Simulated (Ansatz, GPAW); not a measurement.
This is a calculation of Ga (Gallium) for Ansatz 0.2.0. 

Contents of input.yaml:

```yaml
crystal:
  lattice:
    - [2.2615, -3.8305, 0.0]
    - [2.2615, 3.8305, 0.0]
    - [0.0, 0.0, 4.524]
  atoms:
    - { symbol: Ga, position: [0.3451, 0.6549, 0.419] }
    - { symbol: Ga, position: [0.1549, 0.8451, 0.919] }
    - { symbol: Ga, position: [0.6549, 0.3451, 0.581] }
    - { symbol: Ga, position: [0.8451, 0.1549, 0.081] }
kpoints:
  mp_grid: { grid: [7, 7, 6] }
scf:
  occupations: { method: fermi_dirac, width: 0.05 }
hamiltonian:
  xc: pbesol
  pseudopotentials: { kind: all_electron, lapw: { basis_error: 0.001 } }
output:
  forces: true
  stress: true
  eigenvalues: true
  populations: true
```

Potentials or basis: all-electron LAPW, scalar-relativistic.

The run is started by

```bash
$ ansatz run input.yaml --threads 2 --pin off --max-ram 8192MiB --backend cpu --events-out ev --progress --plain --runs-dir out
```

Problem. Translate it to GPAW 26.7.0 (ASE script). Potentials or basis there: PAW data sets generated for this functional, cutoff 600 eV.

Solution. As run (cutoffs and basis follow the program's own potentials, and thresholds, step limits or extra output files can differ):

The input run.py:

```python
from ase import Atoms
from ase.dft.bandgap import bandgap
from ase.io import write
from ase.units import GPa
from gpaw import GPAW, PW, setup_paths

setup_paths.insert(0, '.')

atoms = Atoms(['Ga', 'Ga', 'Ga', 'Ga'],
              cell=[[2.2615, -3.8305, 0.0],
                    [2.2615, 3.8305, 0.0],
                    [0.0, 0.0, 4.524]],
              scaled_positions=[[0.3451, 0.6549, 0.419],
                                [0.1549, 0.8451, 0.919],
                                [0.6549, 0.3451, 0.581],
                                [0.8451, 0.1549, 0.081]],
              pbc=True)

calc = GPAW(mode=PW(600),
            xc='PBEsol',
            kpts={'size': (7, 7, 6), 'gamma': True},
            occupations={'name': 'fermi-dirac', 'width': 0.05},
            nbands=16,
            convergence={'density': 1e-05, 'energy': 1e-05},
            maxiter=150,
            txt='gpaw.txt')
atoms.calc = calc
energy = atoms.get_potential_energy()
forces = atoms.get_forces()
stress = atoms.get_stress()
calc.write('gs.gpw')
write('result.traj', atoms)
print(f'Energy: {energy:.6f} eV')
print('Forces (eV/A):')
print(forces.round(4))
print('Stress (GPa):', (stress / GPa).round(3))
print('Fermi level:', round(calc.get_fermi_level(), 4), 'eV')
print(f'Gap: {bandgap(calc)[0]:.4f} eV, direct: {bandgap(calc, direct=True)[0]:.4f} eV')
```

Potentials or basis: PAW data sets generated in the run's folder for this functional, pw.

The run is started by

```sh
$ gpaw-setup -f PBEsol Ga
$ OMP_NUM_THREADS=1 python run.py
```

Both were run:

|  | Ansatz | GPAW |
| --- | --- | --- |
| Pressure | -1.6 GPa | -0.8 GPa |
| Largest force | 0.123 eV/Å | 0.113 eV/Å |

Where Ansatz's input types no cutoff or centring, it takes its own default and a Γ-centred mesh.

Pressure is positive in compression.
